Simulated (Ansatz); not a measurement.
Born–Oppenheimer molecular dynamics of a periodic cell of 13 atoms, HRu12 (host Ru, host structure hcp, interstitial H). It starts from a relaxed structure.

Computed with Ansatz 0.2.0, DFT PBE, scalar-relativistic, plane waves, PAW. Settings: accuracy low, cutoff 420 eV, k mesh 2x2x3, fermi-dirac smearing 0.05 eV, no spin polarisation.

```yaml
ensemble: NVT, Langevin thermostat
time_step: 0.5 fs
steps_asked: 140
set_temperature: 1200 K
friction: 0.02 /fs
seed: 333965
```

Frames 2.5 fs apart, positions in Å, forces in eV/Å.

Velocities at 15.0 fs (Å/ps):

```
Ru 1.74 0.80 -3.26
Ru -4.21 -4.56 1.44
Ru 1.76 -0.35 4.74
Ru 2.45 0.47 2.66
Ru 3.34 1.40 -3.21
Ru -0.26 1.09 -4.03
Ru 2.16 -2.77 -1.10
Ru -0.87 -3.45 3.69
Ru -3.21 -4.63 0.20
Ru 0.54 -3.60 -2.79
Ru 0.89 1.69 -1.44
Ru -6.21 -3.64 2.00
H 25.08 6.99 -1.17
```

```xyz
13
Lattice="5.4000 0.0000 0.0000 -4.0500 7.0148 0.0000 0.0000 0.0000 4.2768" Properties=species:S:1:pos:R:3:forces:R:3 time_fs=15.0 energy_less_start_eV=0.542 T=922
Ru -0.018 0.013 -0.082 -0.30 -0.79 0.75
Ru -0.076 1.521 2.147 0.62 -0.22 0.08
Ru -1.279 2.322 0.112 -1.44 0.54 -1.13
Ru -1.292 3.958 2.156 -0.74 -1.54 -0.26
Ru -2.640 4.741 -0.013 -1.12 -0.95 0.34
Ru -2.699 6.241 2.073 -0.85 -0.11 0.47
Ru 2.707 -0.064 -0.011 -0.01 1.33 0.23
Ru 2.677 1.496 2.158 0.08 0.24 -0.62
Ru 1.258 2.275 0.002 0.90 0.21 0.40
Ru 1.329 3.827 2.093 0.09 1.26 0.11
Ru 0.008 4.725 -0.030 0.80 -0.89 0.34
Ru -0.097 6.178 2.176 1.55 0.92 -0.66
H 2.578 3.093 3.289 0.41 0.00 -0.05
13
Lattice="5.4000 0.0000 0.0000 -4.0500 7.0148 0.0000 0.0000 0.0000 4.2768" Properties=species:S:1:pos:R:3:forces:R:3 time_fs=17.5 energy_less_start_eV=0.681 T=914
Ru -0.016 0.013 -0.088 -0.40 -0.91 0.84
Ru -0.084 1.509 2.152 0.69 -0.09 0.02
Ru -1.274 2.322 0.122 -1.61 0.53 -1.23
Ru -1.286 3.958 2.163 -0.80 -1.70 -0.36
Ru -2.632 4.744 -0.021 -1.22 -1.01 0.45
Ru -2.698 6.244 2.064 -0.95 -0.21 0.52
Ru 2.712 -0.070 -0.013 -0.05 1.48 0.36
Ru 2.674 1.486 2.169 0.08 0.37 -0.73
Ru 1.249 2.263 0.000 1.20 0.41 0.34
Ru 1.330 3.819 2.083 0.13 1.28 0.21
Ru 0.012 4.734 -0.034 0.86 -1.17 0.43
Ru -0.112 6.166 2.180 1.84 1.15 -0.82
H 2.622 3.123 3.288 0.23 -0.13 -0.04
13
Lattice="5.4000 0.0000 0.0000 -4.0500 7.0148 0.0000 0.0000 0.0000 4.2768" Properties=species:S:1:pos:R:3:forces:R:3 time_fs=20.0 energy_less_start_eV=0.816 T=738
Ru -0.014 0.014 -0.090 -0.49 -1.05 0.87
Ru -0.089 1.501 2.155 0.71 -0.02 -0.04
Ru -1.270 2.318 0.127 -1.77 0.55 -1.26
Ru -1.282 3.957 2.168 -0.85 -1.78 -0.46
Ru -2.627 4.747 -0.028 -1.30 -1.05 0.54
Ru -2.697 6.245 2.055 -1.02 -0.32 0.59
Ru 2.718 -0.075 -0.012 -0.10 1.58 0.42
Ru 2.667 1.475 2.179 0.14 0.53 -0.83
Ru 1.239 2.251 -0.006 1.49 0.63 0.36
Ru 1.330 3.813 2.077 0.23 1.23 0.29
Ru 0.018 4.743 -0.039 0.87 -1.44 0.53
Ru -0.121 6.155 2.180 2.05 1.37 -0.92
H 2.682 3.143 3.305 0.05 -0.24 -0.08
13
Lattice="5.4000 0.0000 0.0000 -4.0500 7.0148 0.0000 0.0000 0.0000 4.2768" Properties=species:S:1:pos:R:3:forces:R:3 time_fs=22.5 energy_less_start_eV=0.924 T=740
Ru -0.014 0.012 -0.089 -0.56 -1.14 0.87
Ru -0.097 1.494 2.160 0.74 0.02 -0.12
Ru -1.272 2.313 0.132 -1.82 0.58 -1.30
Ru -1.276 3.953 2.170 -0.92 -1.79 -0.50
Ru -2.619 4.748 -0.033 -1.39 -1.20 0.49
Ru -2.696 6.246 2.042 -1.10 -0.45 0.74
Ru 2.722 -0.080 -0.007 -0.12 1.70 0.35
Ru 2.658 1.469 2.185 0.20 0.55 -0.88
Ru 1.227 2.241 -0.014 1.70 0.80 0.45
Ru 1.331 3.809 2.075 0.27 1.21 0.30
Ru 0.023 4.753 -0.043 0.89 -1.71 0.60
Ru -0.124 6.147 2.178 2.16 1.53 -0.97
H 2.730 3.101 3.295 -0.07 -0.11 -0.05
13
Lattice="5.4000 0.0000 0.0000 -4.0500 7.0148 0.0000 0.0000 0.0000 4.2768" Properties=species:S:1:pos:R:3:forces:R:3 time_fs=25.0 energy_less_start_eV=1.049 T=711
Ru -0.015 0.005 -0.086 -0.63 -1.09 0.84
Ru -0.106 1.489 2.167 0.76 -0.02 -0.19
Ru -1.276 2.311 0.139 -1.84 0.56 -1.33
Ru -1.269 3.950 2.171 -1.09 -1.78 -0.50
Ru -2.617 4.749 -0.040 -1.39 -1.42 0.42
Ru -2.696 6.246 2.029 -1.16 -0.58 0.91
Ru 2.722 -0.085 -0.002 -0.12 1.77 0.25
Ru 2.644 1.464 2.188 0.31 0.49 -0.95
Ru 1.213 2.231 -0.020 1.89 0.97 0.54
Ru 1.333 3.807 2.072 0.30 1.17 0.31
Ru 0.024 4.763 -0.047 0.92 -1.99 0.68
Ru -0.128 6.137 2.176 2.23 1.75 -1.02
H 2.781 3.010 3.259 -0.19 0.18 0.04
13
Lattice="5.4000 0.0000 0.0000 -4.0500 7.0148 0.0000 0.0000 0.0000 4.2768" Properties=species:S:1:pos:R:3:forces:R:3 time_fs=27.5 energy_less_start_eV=1.199 T=539
Ru -0.018 -0.004 -0.083 -0.69 -0.96 0.78
Ru -0.113 1.490 2.171 0.77 -0.14 -0.19
Ru -1.278 2.312 0.146 -1.88 0.49 -1.39
Ru -1.262 3.948 2.170 -1.27 -1.78 -0.48
Ru -2.618 4.753 -0.046 -1.34 -1.61 0.38
Ru -2.695 6.245 2.018 -1.25 -0.68 1.10
Ru 2.720 -0.091 0.002 -0.08 1.85 0.16
Ru 2.631 1.459 2.191 0.43 0.40 -1.06
Ru 1.202 2.219 -0.022 2.04 1.15 0.59
Ru 1.333 3.807 2.069 0.34 1.11 0.32
Ru 0.025 4.770 -0.051 0.91 -2.22 0.74
Ru -0.131 6.126 2.174 2.29 1.99 -1.06
H 2.823 2.941 3.232 -0.27 0.40 0.11
13
Lattice="5.4000 0.0000 0.0000 -4.0500 7.0148 0.0000 0.0000 0.0000 4.2768" Properties=species:S:1:pos:R:3:forces:R:3 time_fs=30.0 energy_less_start_eV=1.319 T=690
Ru -0.018 -0.017 -0.080 -0.76 -0.76 0.72
Ru -0.121 1.491 2.173 0.78 -0.28 -0.12
Ru -1.281 2.312 0.152 -1.95 0.41 -1.45
Ru -1.256 3.946 2.171 -1.36 -1.80 -0.51
Ru -2.617 4.757 -0.053 -1.31 -1.75 0.40
Ru -2.692 6.243 2.010 -1.32 -0.74 1.23
Ru 2.716 -0.093 0.002 0.00 1.88 0.12
Ru 2.617 1.457 2.196 0.57 0.41 -1.09
Ru 1.191 2.208 -0.019 2.18 1.31 0.55
Ru 1.336 3.807 2.067 0.33 1.02 0.34
Ru 0.026 4.774 -0.053 0.89 -2.39 0.79
Ru -0.130 6.113 2.170 2.31 2.27 -1.11
H 2.861 2.940 3.216 -0.36 0.40 0.12
13
Lattice="5.4000 0.0000 0.0000 -4.0500 7.0148 0.0000 0.0000 0.0000 4.2768" Properties=species:S:1:pos:R:3:forces:R:3 time_fs=32.5 energy_less_start_eV=1.403 T=665
Ru -0.016 -0.030 -0.076 -0.82 -0.48 0.64
Ru -0.128 1.494 2.175 0.77 -0.44 -0.05
Ru -1.286 2.313 0.160 -2.06 0.34 -1.59
Ru -1.250 3.946 2.172 -1.38 -1.83 -0.60
Ru -2.618 4.759 -0.061 -1.24 -1.79 0.47
Ru -2.688 6.239 2.003 -1.40 -0.75 1.35
Ru 2.711 -0.094 0.002 0.12 1.88 0.12
Ru 2.602 1.452 2.200 0.75 0.53 -1.05
Ru 1.185 2.199 -0.013 2.22 1.42 0.48
Ru 1.341 3.809 2.064 0.29 0.92 0.38
Ru 0.030 4.778 -0.056 0.82 -2.55 0.85
Ru -0.128 6.103 2.168 2.31 2.56 -1.18
H 2.879 2.999 3.177 -0.39 0.20 0.17
13
Lattice="5.4000 0.0000 0.0000 -4.0500 7.0148 0.0000 0.0000 0.0000 4.2768" Properties=species:S:1:pos:R:3:forces:R:3 time_fs=35.0 energy_less_start_eV=1.491 T=749
Ru -0.013 -0.046 -0.071 -0.83 -0.10 0.54
Ru -0.129 1.500 2.179 0.71 -0.65 -0.01
Ru -1.291 2.314 0.167 -2.12 0.26 -1.70
Ru -1.242 3.944 2.175 -1.34 -1.79 -0.73
Ru -2.622 4.756 -0.069 -1.08 -1.74 0.56
Ru -2.683 6.233 1.998 -1.43 -0.77 1.40
Ru 2.710 -0.094 -0.001 0.15 1.81 0.16
Ru 2.585 1.446 2.202 0.96 0.65 -1.01
Ru 1.181 2.193 -0.008 2.22 1.49 0.41
Ru 1.347 3.811 2.058 0.21 0.83 0.44
Ru 0.036 4.786 -0.059 0.71 -2.79 0.91
Ru -0.124 6.095 2.167 2.28 2.79 -1.27
H 2.887 3.052 3.121 -0.43 0.00 0.28
13
Lattice="5.4000 0.0000 0.0000 -4.0500 7.0148 0.0000 0.0000 0.0000 4.2768" Properties=species:S:1:pos:R:3:forces:R:3 time_fs=37.5 energy_less_start_eV=1.622 T=785
Ru -0.011 -0.062 -0.070 -0.81 0.27 0.49
Ru -0.131 1.506 2.184 0.63 -0.83 -0.02
Ru -1.296 2.311 0.172 -2.20 0.22 -1.75
Ru -1.235 3.941 2.180 -1.18 -1.67 -0.92
Ru -2.626 4.759 -0.078 -0.91 -1.77 0.66
Ru -2.680 6.225 1.996 -1.43 -0.73 1.41
Ru 2.711 -0.093 -0.005 0.12 1.74 0.25
Ru 2.566 1.440 2.203 1.17 0.74 -0.99
Ru 1.176 2.187 -0.003 2.25 1.57 0.36
Ru 1.353 3.809 2.053 0.13 0.78 0.49
Ru 0.045 4.797 -0.060 0.54 -3.08 0.91
Ru -0.120 6.089 2.162 2.26 2.98 -1.31
H 2.901 3.109 3.071 -0.57 -0.24 0.42
13
Lattice="5.4000 0.0000 0.0000 -4.0500 7.0148 0.0000 0.0000 0.0000 4.2768" Properties=species:S:1:pos:R:3:forces:R:3 time_fs=40.0 energy_less_start_eV=1.728 T=619
Ru -0.006 -0.073 -0.072 -0.82 0.57 0.46
Ru -0.134 1.514 2.189 0.58 -0.99 -0.01
Ru -1.299 2.307 0.179 -2.28 0.26 -1.80
Ru -1.228 3.937 2.189 -1.13 -1.61 -1.03
Ru -2.627 4.763 -0.083 -0.75 -1.83 0.71
Ru -2.678 6.215 1.991 -1.37 -0.64 1.46
Ru 2.711 -0.089 -0.009 0.12 1.63 0.34
Ru 2.549 1.437 2.205 1.37 0.78 -1.01
Ru 1.172 2.183 0.000 2.26 1.65 0.35
Ru 1.361 3.810 2.050 -0.03 0.76 0.49
Ru 0.055 4.805 -0.059 0.38 -3.26 0.89
Ru -0.116 6.086 2.158 2.18 3.07 -1.32
H 2.858 3.166 3.038 -0.50 -0.39 0.47
13
Lattice="5.4000 0.0000 0.0000 -4.0500 7.0148 0.0000 0.0000 0.0000 4.2768" Properties=species:S:1:pos:R:3:forces:R:3 time_fs=42.5 energy_less_start_eV=1.797 T=640
Ru -0.001 -0.082 -0.074 -0.85 0.78 0.43
Ru -0.138 1.521 2.193 0.56 -1.16 0.04
Ru -1.301 2.303 0.187 -2.36 0.27 -1.87
Ru -1.224 3.932 2.197 -1.17 -1.56 -1.02
Ru -2.627 4.766 -0.087 -0.59 -1.88 0.73
Ru -2.677 6.204 1.985 -1.26 -0.50 1.51
Ru 2.713 -0.084 -0.014 0.10 1.43 0.45
Ru 2.535 1.435 2.210 1.54 0.75 -1.09
Ru 1.170 2.175 0.005 2.25 1.76 0.34
Ru 1.369 3.812 2.048 -0.24 0.73 0.45
Ru 0.064 4.806 -0.058 0.22 -3.29 0.84
Ru -0.110 6.084 2.152 2.07 3.09 -1.27
H 2.801 3.195 3.029 -0.28 -0.44 0.46
```

Of the whole run (70 fs, mean temperature of the second half 749 K): The mean temperature of the second half is 38 % below the set value. A run of 0.07 ps of so small a system gives no equilibrium averages. Limits of this set-up: coarse k mesh, odd electron count without spin, low accuracy level.

The run took 9.2 min on 2 threads of Arm Neoverse V2 (shared host), peak memory 0.61 GiB.
